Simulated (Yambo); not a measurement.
**ZrSe2: optical spectrum with PBEsol**

**The experiment to reproduce.**

From “Stress-Tuned Optical Transitions in Layered 1T-MX2 (M= Hf, Zr, Sn; X= S, Se) Crystals”, 2022, arxiv:2210.12074, for a bulk crystal of ZrSe2: band gap 1.2 eV (indirect).

The system is ZrSe2.

```
CELL_PARAMETERS angstrom
3.79800 0.00000 0.00000
-1.89900 3.28916 0.00000
0.00000 0.00000 6.19200
ATOMIC_POSITIONS crystal
Zr 0.00000 0.00000 0.00000
Se 0.66667 0.33333 0.75000
Se 0.33333 0.66667 0.25000
```

- Program: Yambo 5.3.0
- Task: optical spectrum
- Functional: PBEsol
- Potentials or basis: PseudoDojo 0.4.1 SR PBEsol standard
- Cutoff: 1170 eV
- Density cutoff: 4680 eV
- k mesh: 6 × 6 × 4
- Occupations: fixed
- Spin: no spin polarisation
- k mesh of the self-consistent run: 12 × 12 × 6
- Direction of the field or of q to 0: x
- Broadening: 0.1 eV
- Kernel: Hartree (RPA with local fields)
- Top of the energy range: 20 eV
- Energy points: 200
- Correction of the levels: none
- Bands in the response: 47
- Cutoff of the response matrix: 3 Ry

The band gap on the k mesh, mean-field level is 0.32 eV, indirect (least direct gap 1.01 eV), the electronic dielectric constant along the field is 21.69 and the electronic dielectric constant along the field, independent particles is 23.36.

Dielectric function (along the field direction of the input):
```tsv
energy (eV)	real part	imaginary part
0.30	22.35	1.22
1.31	18.23	15.83
2.31	-9.69	6.84
3.32	6.10	3.83
4.42	4.94	10.11
5.43	0.16	10.11
6.43	-2.06	5.97
7.54	-0.40	4.42
8.54	-1.19	3.72
9.55	-1.96	2.01
10.65	-0.38	1.73
11.66	-0.41	1.78
12.66	-0.28	1.51
13.77	-0.32	1.14
14.77	-0.04	1.36
15.78	-0.39	0.94
16.88	-0.13	0.49
17.89	0.00	0.51
18.89	0.14	0.45
20.00	0.25	0.34
```

Run time: 6.5 min on 1 thread of Arm Neoverse V2 (shared host).

Against the measured gap of ZrSe2, 1.2 eV (indirect; quoted in “Stress-Tuned Optical Transitions in Layered 1T-MX2 (M= Hf, Zr, Sn; X= S, Se) Crystals”, 2022, arxiv:2210.12074), the calculated 0.32 eV is off by -0.88 eV. Spin-orbit coupling on Se, Zr is left out. The value is that of PBEsol on a finite k mesh, which can miss the band edges, without temperature or zero-point motion. Semilocal functionals fall short of measured gaps as a rule.

Caveat: spectra need much finer meshes, so this one isn't converged; these spectra lack excitons.
